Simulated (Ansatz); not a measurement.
AlNi:

```
Ni Al
1.0
     2.88100    0.00000    0.00000
     0.00000    2.88100    0.00000
     0.00000    0.00000    2.88100
Ni Al
1 1
Direct
  0.50000 0.50000 0.50000
  0.00000 0.00000 0.00000
```

| Property | Result |
| --- | --- |
| Program | Ansatz 0.2.0 |
| Task | relaxation of cell and atoms |
| Functional | PBEsol0 |
| Potentials or basis | Ansatz PAW |
| Cutoff | 420 eV (not typed: the program's choice for these potentials) |
| k mesh | 5 × 5 × 5 |
| Occupations | fermi-dirac, width 0.05 eV |
| Spin | collinear spin, ferromagnetic start |
| Starting moments | [1.0, 0.0] μB |

At the start: volume 11.96 Å³/atom.

**Question.** Where does the relaxation end?

**Answer.** It ends after 5 steps and the volume is 11.56 Å³/atom (-3.3 %); space group Pm-3m (No. 221, to 0.05 Å); moment 0.06 μB per cell.

The path:
```
step  energy change (eV)  largest force (eV/Å)  volume (Å³)
   1              0.0000                0.0000        23.91
   2             -0.0130                0.0000        23.42
   3             -0.0155                0.0000        23.10
   4             -0.0155                0.0000        23.12
   5             -0.0146                0.0000        23.12
```

Final structure:
```cif
data_structure
_symmetry_space_group_name_H-M 'P 1'
_symmetry_Int_Tables_number 1
_cell_length_a 2.8486
_cell_length_b 2.8486
_cell_length_c 2.8486
_cell_angle_alpha 90.000
_cell_angle_beta 90.000
_cell_angle_gamma 90.000
_cell_volume 23.12
loop_
_atom_site_label
_atom_site_type_symbol
_atom_site_fract_x
_atom_site_fract_y
_atom_site_fract_z
_atom_site_occupancy
Ni1 Ni 0.50000 0.50000 0.50000 1
Al1 Al 0.00000 0.00000 0.00000 1
```

Caveat: the k mesh is coarse (spacing up to 0.44 Å⁻¹), so the values aren't converged, least of all with exact exchange; the magnetic or orbital state may not be the lowest; the plane-wave basis is chosen anew once the cell has moved, so the energies of steps on either side of that aren't comparable; the PAW data sets come from PBE, with cores solved anew for the run's functional, which leaves a small shift of forces and pressure; the starting moments weren't kept.
